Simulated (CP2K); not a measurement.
The system is AlN.

```
Al N
1.0
     3.11300    0.00000    0.00000
    -1.55650    2.69594    0.00000
     0.00000    0.00000    4.98100
Al N
2 2
Direct
  0.66667 0.33333 0.50000
  0.33333 0.66667 0.00000
  0.66667 0.33333 0.88000
  0.33333 0.66667 0.38000
```

Program: CP2K 2026.2. Alike in all runs: task band structure; potentials or basis POTENTIAL_UZH Al GTH-PBE-q3, N GTH-PBE-q5; TZVP-MOLOPT-PBE-GTH basis; no spin polarisation; cell as given; k mesh 10 × 10 × 6; smearing fermi-dirac 0.05 eV.

Order these runs on this cell by their pressure, lowest first.
A. level vdW-DF2; cutoff of the non-local correlation (Ry) 300
B. level TASK
C. level AM05

B (-0.2 GPa), C (2.5 GPa), A (4.6 GPa).

Caveats: the potentials were made for another functional, which shifts forces and pressure; the basis of atomic orbitals isn't converged, which shifts pressures, moduli and gaps.

Runs at the PBE level aren't shown here.
